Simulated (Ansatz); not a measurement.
# BeSe: levels along high-symmetry lines

```xyz
2
Lattice="0.0000 2.5350 2.5350 2.5350 0.0000 2.5350 2.5350 2.5350 0.0000" Properties=species:S:1:pos:R:3 pbc="T T T"
Be    0.0000    0.0000    0.0000
Se    3.8025    3.8025    3.8025
```

Atoms are numbered in the order listed.

The cell is COD entry 9008837, as deposited and not checked against the literature; nothing was relaxed. It differs from other determinations.

Level of theory: DFT, LDA, all-electron LAPW, scalar-relativistic in Ansatz 0.2.0.

Sampling and basis: a Γ-centred 10×10×10 k mesh, Fermi–Dirac smearing of 0.02 eV, basis error target 1 meV/atom, no spin polarisation.

Points in fractions of the reciprocal vectors of this cell: Γ (0, 0, 0), X (-0.5, -0.5, 0), U (-0.375, -0.375, 0.25), K (-0.375, 0, 0.375), L (0, 0, 0.5), W (-0.5, -0.25, 0.25). The path joins them by straight lines in the order Γ–X–U–K–Γ–L–W–X; legs that retrace an earlier one aren't tabulated. Energies are in eV from the top of the valence band.

**Question.** List the levels at X between -20 and 4.5 eV.

**Answer.** -12.19, -5.29, -2.82 (×2), 2.39, 4.14.

**Question.** List the levels at W between -20 and 4.5 eV.

**Answer.** -12.15, -4.54, -4.07, -3.53.

**Question.** List the levels at Γ between -20 and 4.5 eV.

**Answer.** -14.13, 0.00 (×3), 4.49.

**Question.** What is the band gap?

**Answer.** 2.39 eV, indirect from Γ to X (-0.5, -0.5, 0).
